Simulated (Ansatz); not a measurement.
# MgS (F-43m) in Ansatz: a series of runs

One crystal, MgS, is run at these levels: PBEsol; tasks: single point, equation of state.

All numbers are computed with Ansatz 0.2.0; they aren't measurements. Logs are shortened: lines on timing, memory, paths and dates and some standing lists are left out, and cuts for length are marked.

## 1. Starting point

Symmetry: F-43m, No. 216, cubic system. Conventional cell: a = 5.666 Å, b = 5.666 Å, c = 5.666 Å, α = 90.00°, β = 90.00°, γ = 90.00°. S (site symmetry -43m) is surrounded by 4 Mg at 2.45 Å. Around Mg (site symmetry -43m) lie 4 S at 2.45 Å.

The cell comes from a database or a generator and needn't be the stable form of this composition.

## 2. Single point, PBEsol, 21.38 Å³/atom (volume scaled by 0.94)

input.yaml

```yaml
crystal:
  lattice:
    - [0.0, 2.7752850422, 2.7752850422]
    - [2.7752850422, 0.0, 2.7752850422]
    - [2.7752850422, 2.7752850422, 0.0]
  atoms:
    - { symbol: S, position: [0.25, 0.25, 0.25] }
    - { symbol: Mg, position: [0.0, 0.0, 0.0] }
kpoints:
  mp_grid: { grid: [8, 8, 8] }
scf:
  occupations: { method: fermi_dirac, width: 0.05 }
hamiltonian:
  xc: pbesol
  pseudopotentials: { kind: all_electron, lapw: { basis_error: 0.001 } }
output:
  forces: true
  stress: true
  eigenvalues: true
```

Potentials or basis: all-electron LAPW, scalar-relativistic.

Command:

```
> ansatz run input.yaml --threads 1 --pin off --max-ram 3072MiB --backend cpu --events-out ev --progress --plain --runs-dir out
```

Standard output:

```text
Warning: RAYON_NUM_THREADS=1 ignored (pool sized by the plan → 1); use --threads N
LAPW: plane waves up to 7.559 Å⁻¹, error target 1.0e-3 eV per atom; small_component_spin mean_spin; Mg in spheres of 1.236 Å, 10 of its electrons in bands, Dirac shells []; S in spheres of 1.167 Å, 14 of its electrons in bands, Dirac shells [] (how accurate: hamiltonian.pseudopotentials.lapw.basis_error, Limitations)
Engine: ansatz 0.2.0, x86_64-unknown-linux-gnu
Pseudopotentials: kind: all_electron
Pseudopotential: S, LAPW, valence charge 14, lapw/all_electron/scalar/gaussian/S, Koelling and Harmon's equation, gaussian nucleus
Pseudopotential: Mg, LAPW, valence charge 10, lapw/all_electron/scalar/gaussian/Mg, Koelling and Harmon's equation, gaussian nucleus
Functional definition: PBEsol
  exchange = pbesol_x
  correlation = pbesol_c
Crystal: 2 atoms, lattice volume = 42.752 Å³
Basis set: ecut = 217.70746162702343 eV, 331 PW (Γ), exchange–correlation at level 2
Bands: 16, of which v1, the nominal top of the filled ones, is band 12 counted from 1 (11 counted from 0)
Symmetry: 24 space group operations
Space group: F-43m (ITA 216), of the structure as read, at distance tolerance 3.5e-5 Å
k-points: 29 of 512 (time reversal used)
Non-local potential: S, projectors of the file, none
Non-local potential: Mg, projectors of the file, none
Initial density: superposition of atomic densities (chi_scale 0.1, normalization cell, long waves kept (reshape's long-wave potential 0.00 eV rms))
Initial wavefunctions: plane waves of lowest kinetic energy (no species holds an atomic orbital)
Functional: x = pbesol(κ = 0.804, μ = 0.12345679012345678), c = pbesol(β = 0.046)
iter 1 solved again at ethr=5.72e-3 eV; its pass at ethr=1.00e-1 eV (dr2=1.37e0 eV) is discarded
SCF iter   1: F=—  HF=-16288.434302 eV  |F-HF|=—  |Δ(HF+E_count)|=         —  Δρ=4.15e-2  dr2=1.37e0  ethr=5.72e-3  ⟨swp⟩=2.0  Hψ=3212  notcnv=0
preconditioner: auto → none  [insulator: Δε(μ)=4.297 eV  Ē_g=11.913 eV  σ=0.050 eV  W_gap=1.00  n_scr=14 (ndim 8)  ℏωp=16.1 eV  f_vac=0.000  D(μ)=0.00/eV (n_scr^D=0)  ε∞_Penn≈2.8]
iter 2 solved again at ethr=1.18e-4 eV; its pass at ethr=5.72e-3 eV (dr2=2.83e-2 eV) is discarded
SCF iter   2: F=—  HF=-16287.962354 eV  |F-HF|=—  |Δ(HF+E_count)|=   4.72e-1  Δρ=1.01e-2  dr2=2.82e-2  ethr=1.18e-4  ⟨swp⟩=2.0  Hψ=2439  notcnv=0
SCF iter   3: F=—  HF=-16287.954564 eV  |F-HF|=—  |Δ(HF+E_count)|=         —  Δρ=5.23e-3  dr2=1.21e-2  ethr=1.18e-4  ⟨swp⟩=2.0  Hψ=1391  notcnv=0
the basis was enlarged: its passes take 364.1 KiB over the memory plan, 1 of 1 planned eigensolver slots
SCF iter   4: F=—  HF=-16287.955779 eV  |F-HF|=—  |Δ(HF+E_count)|=   1.22e-3  Δρ=2.82e-4  dr2=2.49e-5  ethr=5.05e-5  ⟨swp⟩=2.0  Hψ=1347  notcnv=0
SCF iter   5: F=—  HF=-16287.955810 eV  |F-HF|=—  |Δ(HF+E_count)|=   3.09e-5  Δρ=6.26e-5  dr2=9.19e-7  ethr=1.04e-7  ⟨swp⟩=3.0  Hψ=1348  notcnv=0
SCF iter   6: F=-16287.955811 eV  HF=-16287.955811 eV  |F-HF|=1.17e-7  |Δ(HF+E_count)|=   1.13e-6  Δρ=1.72e-5  dr2=7.14e-8  ethr=3.83e-9  ⟨swp⟩=3.0  Hψ=1340  notcnv=0
SCF 1 converged in 6 iterations: F = -16287.955811 eV  dr2 = 7.14e-8
SCF converged after 6 iterations
Free energy (F): -16287.955811 eV
Harris-Foulkes:  -16287.955811 eV  (|F-HF|=1.17e-7)
Internal energy: -16287.955811 eV  (E = F + TS)
E sigma→0 (E₀):  -16287.955811 eV
Fermi energy:    5.678068 eV
--- Per-component energies (eV) ---
  E_band       = -1617.665936
  E_kinetic    = 16341.487867
  E_xc         = -1117.708575
  E_electrostatic = -31511.735102  (all electrons and nuclei)
  E_smearing   = -0.000000  (= −TS)
  E_closure    = 0.000000  (closes the sum)
  E_atoms      = -16279.094668  (free atoms, spherical and without spin; not in F)
  Σ components = -16287.955811   (vs F -16287.955811, Δ=0.00e0)
  Basis errors (estimates in eV, not in F): energy 5.0e-4 per atom: plane waves 4.6e-4 (2.8e-4 summed), levels above the bands 9.0e-67, relativity 3.4e-9, radial functions 4.0e-5, core shells 3.2e-14; eigenvalues (radial functions only) 2.0e-6; not estimated: angular momenta, meshes, grids; target (lapw.basis_error) 1.0e-3; muffin-tin radii Mg 1.236 Å, S 1.167 Å
--- Forces (eV/Å), atoms counted from 1 ---
  atom   1  S     -0.00000000    -0.00000000     0.00000000
  atom   2  Mg     0.00000000    -0.00000000    -0.00000000
  max |Σ_I F_I| component: 2.54e-17 eV/Å
--- Stress (GPa, compression-positive) ---
        3.463664       0.000000      -0.000000
        0.000000       3.463664       0.000000
       -0.000000       0.000000       3.463664
  P = ⅓ Tr σ = 3.4637 GPa (34.637 kbar)
--- Band table (eV; the first three rows and the last of 29) ---
  k-point 0: bands = ["-198.8497", "-143.8910", "-143.8910", "-143.8910", "-69.4228", "-36.3742", "-36.3742", "-36.3742", "-7.6420", "3.8333", "3.8333", "3.8333", "7.4230", "11.8164", "11.8164", "11.8164"]
  k-point 1: bands = ["-198.8497", "-143.8910", "-143.8910", "-143.8910", "-69.4228", "-36.3747", "-36.3742", "-36.3742", "-7.5420", "3.1005", "3.7763", "3.7763", "8.1097", "11.6463", "12.0039", "12.0039"]
  k-point 2: bands = ["-198.8497", "-143.8910", "-143.8910", "-143.8910", "-69.4227", "-36.3760", "-36.3744", "-36.3744", "-7.2812", "1.8376", "3.6481", "3.6481", "8.9464", "11.7472", "12.0116", "12.0116"]
  k-point 28: bands = ["-198.8497", "-143.8910", "-143.8910", "-143.8910", "-69.4226", "-36.3770", "-36.3762", "-36.3755", "-6.5821", "1.3962", "1.8092", "2.3709", "9.2452", "11.9633", "12.0607", "12.4659"]
```

It used 10 s of CPU time on 1 thread of Intel(R) Xeon(R) Processor @ 2.50GHz (Skylake/Cascade Lake), on a shared host, which was overloaded at the time.

Results:

| Item | Value |
| --- | --- |
| Free energy | -16287.9558 eV |
| Pressure | 3.5 GPa |
| Band gap on the k mesh | 3.59 eV, direct |

## 3. Single point, PBEsol, 21.83 Å³/atom (volume scaled by 0.96)

Edit input.yaml of step 2 so:

```diff
@@ -2,5 +2,5 @@
   lattice:
-    - [0.0, 2.7752850422, 2.7752850422]
-    - [2.7752850422, 0.0, 2.7752850422]
-    - [2.7752850422, 2.7752850422, 0.0]
+    - [0.0, 2.794829947, 2.794829947]
+    - [2.794829947, 0.0, 2.794829947]
+    - [2.794829947, 2.794829947, 0.0]
   atoms:
```

Potentials or basis: all-electron LAPW, scalar-relativistic.

Command:

```
> ansatz run input.yaml --threads 1 --pin off --max-ram 3072MiB --backend cpu --events-out ev --progress --plain --runs-dir out
```

Run time: 17 s. Hardware: 1 thread of Intel Xeon at 2.50GHz (Skylake/Cascade Lake), shared host; peak memory 0.26 GiB.

The run converged. Its results:

* Free energy: -16287.9713 eV
* Pressure: 2.0 GPa
* Band gap on the k mesh: 3.48 eV, direct

## 4. Single point, PBEsol, 22.29 Å³/atom (volume scaled by 0.98)

Edit input.yaml of step 3 so:

```diff
@@ -2,5 +2,5 @@
   lattice:
-    - [0.0, 2.794829947, 2.794829947]
-    - [2.794829947, 0.0, 2.794829947]
-    - [2.794829947, 2.794829947, 0.0]
+    - [0.0, 2.8141052454, 2.8141052454]
+    - [2.8141052454, 0.0, 2.8141052454]
+    - [2.8141052454, 2.8141052454, 0.0]
   atoms:
```

Command:

```
> ansatz run input.yaml --threads 1 --pin off --max-ram 3072MiB --backend cpu --events-out ev --progress --plain --runs-dir out
```

It used 11 s of CPU time on 1 thread of Intel(R) Xeon(R) Processor @ 2.50GHz (Skylake/Cascade Lake), with other jobs on the host, which was overloaded at the time.

Results (log left out):

```
Free energy            : -16287.9790 eV
Pressure               : 0.7 GPa
Band gap on the k mesh : 3.38 eV, direct
```

## 5. Single point, PBEsol, 22.74 Å³/atom

Edit input.yaml of step 4 so:

```diff
@@ -2,5 +2,5 @@
   lattice:
-    - [0.0, 2.8141052454, 2.8141052454]
-    - [2.8141052454, 0.0, 2.8141052454]
-    - [2.8141052454, 2.8141052454, 0.0]
+    - [0.0, 2.8331200468, 2.8331200468]
+    - [2.8331200468, 0.0, 2.8331200468]
+    - [2.8331200468, 2.8331200468, 0.0]
   atoms:
```

Command:

```
> ansatz run input.yaml --threads 1 --pin off --max-ram 3072MiB --backend cpu --events-out ev --progress --plain --runs-dir out
```

Wall time 16 s (1 thread of Intel Xeon at 2.50GHz (Skylake/Cascade Lake), shared host); peak memory 0.26 GiB.

Results (log left out):

```yaml
Free_energy: -16287.9797 eV
Pressure: -0.5 GPa
Band_gap_on_the_k_mesh: 3.28 eV, direct
```

## 6. Single point, PBEsol, 23.20 Å³/atom (volume scaled by 1.02)

Edit input.yaml of step 5 so:

```diff
@@ -2,5 +2,5 @@
   lattice:
-    - [0.0, 2.8331200468, 2.8331200468]
-    - [2.8331200468, 0.0, 2.8331200468]
-    - [2.8331200468, 2.8331200468, 0.0]
+    - [0.0, 2.851882978, 2.851882978]
+    - [2.851882978, 0.0, 2.851882978]
+    - [2.851882978, 2.851882978, 0.0]
   atoms:
```

Potentials or basis: all-electron LAPW, scalar-relativistic.

Command:

```
> ansatz run input.yaml --threads 1 --pin off --max-ram 3072MiB --backend cpu --events-out ev --progress --plain --runs-dir out
```

Wall time 17 s (1 thread of Intel Xeon at 2.50GHz (Skylake/Cascade Lake), shared host); peak memory 0.26 GiB.

It converged, with:

```yaml
Free_energy: -16287.9740 eV
Pressure: -1.5 GPa
Band_gap_on_the_k_mesh: 3.19 eV, direct
```

## 7. Single point, PBEsol, 23.65 Å³/atom (volume scaled by 1.04)

Edit input.yaml of step 6 so:

```diff
@@ -2,5 +2,5 @@
   lattice:
-    - [0.0, 2.851882978, 2.851882978]
-    - [2.851882978, 0.0, 2.851882978]
-    - [2.851882978, 2.851882978, 0.0]
+    - [0.0, 2.8704022176, 2.8704022176]
+    - [2.8704022176, 0.0, 2.8704022176]
+    - [2.8704022176, 2.8704022176, 0.0]
   atoms:
```

Command:

```
> ansatz run input.yaml --threads 1 --pin off --max-ram 3072MiB --backend cpu --events-out ev --progress --plain --runs-dir out
```

It used 11 s of CPU time on 1 thread of Intel(R) Xeon(R) Processor @ 2.50GHz (Skylake/Cascade Lake) (shared host), which was overloaded at the time.

The run converged. Its results:

* Free energy: -16287.9626 eV
* Pressure: -2.5 GPa
* Band gap on the k mesh: 3.10 eV, direct

## 8. Single point, PBEsol, 24.10 Å³/atom (volume scaled by 1.06)

Edit input.yaml of step 7 so:

```diff
@@ -2,5 +2,5 @@
   lattice:
-    - [0.0, 2.8704022176, 2.8704022176]
-    - [2.8704022176, 0.0, 2.8704022176]
-    - [2.8704022176, 2.8704022176, 0.0]
+    - [0.0, 2.8886855272, 2.8886855272]
+    - [2.8886855272, 0.0, 2.8886855272]
+    - [2.8886855272, 2.8886855272, 0.0]
   atoms:
```

Command:

```
> ansatz run input.yaml --threads 1 --pin off --max-ram 3072MiB --backend cpu --events-out ev --progress --plain --runs-dir out
```

Run time: 17 s. Hardware: 1 thread of Intel Xeon at 2.50GHz (Skylake/Cascade Lake), shared host; peak memory 0.26 GiB.

The run converged. Its results:

```yaml
Free_energy: -16287.9460 eV
Pressure: -3.3 GPa
Band_gap_on_the_k_mesh: 3.01 eV, direct
```

## 9. Equation of state, PBEsol

Potentials or basis: all-electron LAPW, scalar-relativistic.

No new run: the results of the series are fitted here.

What came out:

```
Equilibrium volume                      : 22.56 Å³/atom
Bulk modulus                            : 58 GPa
Pressure derivative of the bulk modulus : 4.0
```

Energy against volume, from the lowest point:
| volume (Å³/atom) | energy (meV/atom) |
| --- | --- |
| 21.376 | 11.92 |
| 21.831 | 4.19 |
| 22.285 | 0.34 |
| 22.740 | 0.00 |
| 23.195 | 2.84 |
| 23.650 | 8.55 |
| 24.105 | 16.83 |
